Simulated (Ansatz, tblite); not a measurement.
## A script for PbSe (GFN2-xTB)

These are simulated results from tblite 0.8.0, not measurements. The cell was built from a prototype and was relaxed with r2SCAN in plane waves (Ansatz 0.2.0). Not every such cell is a known phase. All runs are without spin polarisation.

The symmetry is P6_3mc (No. 186, hexagonal); conventional cell a = 5.174 Å, c = 6.215 Å, 36.02 Å³ an atom. Pb has 5 Se at 2.99–3.14 Å; Se has 5 Pb at 2.99–3.14 Å.

tblite solves periodic systems at the zone centre alone, so the script builds a cluster of 2×2×2 conventional cells (32 atoms), which folds in a coarse mesh of k points.

The script, run.py:

```python
import json
from ase import Atoms
from ase.build import make_supercell
from ase.units import Bohr, GPa, Hartree
from tblite.interface import Calculator

atoms = Atoms(['Pb', 'Pb', 'Se', 'Se'],
              cell=[[5.174144, 0.0, -0.0], [-2.587072, 4.48094, 0.0], [-0.0, -0.0, 6.214775]],
              scaled_positions=[[0.333333, 0.666667, -0.064897], [0.666667, 0.333333, 0.435103], [0.333333, 0.666667, 0.439897], [0.666667, 0.333333, 0.939897]],
              pbc=True)
cluster = make_supercell(atoms, [[2, 0, 0], [0, 2, 0], [0, 0, 2]])
calc = Calculator('GFN2-xTB', cluster.numbers, cluster.positions / Bohr, lattice=cluster.cell[:] / Bohr, periodic=cluster.pbc)
calc.set('temperature', 0.02 / Hartree)
calc.set('max-iter', 150)
res = calc.singlepoint()
levels = res.get('orbital-energies') * Hartree
nv = round(res.get('orbital-occupations').sum() / 2)
cells = len(cluster) // len(atoms)
out = {'energy_per_cell': res.get('energy') * Hartree / cells, 'homo': levels[nv - 1], 'lumo': levels[nv],
       'stress': (-res.get('virial') * Hartree / cluster.get_volume() / GPa).tolist(), 'charges': res.get('charges')[:len(atoms)].tolist(), 'electrons': 2 * nv / cells}
json.dump(out, open('results.json', 'w'))
for key, value in out.items():
    print(key, value)
```

Command: `python run.py`. It took 1.8 s on 1 thread of Arm Neoverse V1, with other jobs on the host, peak memory 0.095 GiB.

Output:

```
------------------------------------------------------------
  cycle        total energy    energy error   density error
------------------------------------------------------------
      1     -89.36401927790  -8.9421307E+01   3.5037500E-01
      2     -89.81633143422  -4.5231216E-01   1.4825533E-01
      3     -89.84450932363  -2.8177889E-02   7.7607791E-02
      4     -89.84456367630  -5.4352673E-05   7.5880411E-03
      5     -89.84459952480  -3.5848494E-05   3.5746868E-03
      6     -89.84461668585  -1.7161056E-05   1.6547866E-03
      7     -89.84463452803  -1.7842172E-05   2.7700755E-04
      8     -89.84463500159  -4.7356430E-07   1.4028412E-04
      9     -89.84463503355  -3.1956390E-08   3.9520242E-05
     10     -89.84463503680  -3.2542857E-09   2.9541392E-06
------------------------------------------------------------

 total:                                   1.162 sec
energy_per_cell -305.5996307755958
homo -9.631160709058467
lumo -6.060851923469497
stress [[-2.954669907246298, -2.9686057373988075e-05, 1.3036397250825784e-06], [-2.9686057373987143e-05, -2.954703971398612, -7.526567959235017e-07], [1.3036397250916038e-06, -7.526567959156837e-07, 2.8066312294591773]]
charges [0.6248267792508455, 0.624826761165505, -0.6248287792884464, -0.624823785646267]
electrons 20.0
```

The cycle table is in hartree for the whole cluster, and the lines after it are in eV (the energy for one cell). The printed stress is in GPa and positive in compression, and the pressure is its mean diagonal.

GFN2-xTB gives a gap of 3.57 eV. On the same cell, plane-wave PBE (Ansatz, 6×6×4 k points and the special points) gives a gap of 1.16 eV and r2SCAN a gap of 1.48 eV; on shared hosts these took about 13 and 24 core-seconds on the 4-atom cell, against 1.8 for the script. Spin-orbit coupling, left out in all these runs, can cut or reorder the gap by tenths of an eV, up to about 1 eV with Pb or Bi. xTB was fitted to molecules, so gaps, charges and pressures of solids can be far off, and the gap also depends on the size of the cluster.

The same script was run on cells scaled at fixed shape and fractional coordinates:

```
volume (Å³/atom)  energy (meV/atom)  pressure (GPa, positive in compression)  gap (eV)
           31.70               11.8                                     2.69      3.54
           33.86               -7.2                                     0.24      3.57
           36.02                0.0                                    -1.03      3.57
           38.18               24.1                                    -2.64      3.37
           40.35               68.4                                    -3.84      3.16
```

The pressure crosses zero near 34.3 Å³/atom, but the curve is too rough for a fit.

xTB was fitted mostly to molecules, and a small cluster samples few k points, so gaps, pressures and kinks along a curve can be far from a solid's.

Spin-orbit coupling is left out; in compounds of Pb, Bi, Tl or Hg it can lower a gap by up to about 1 eV, split its edges or invert the bands.
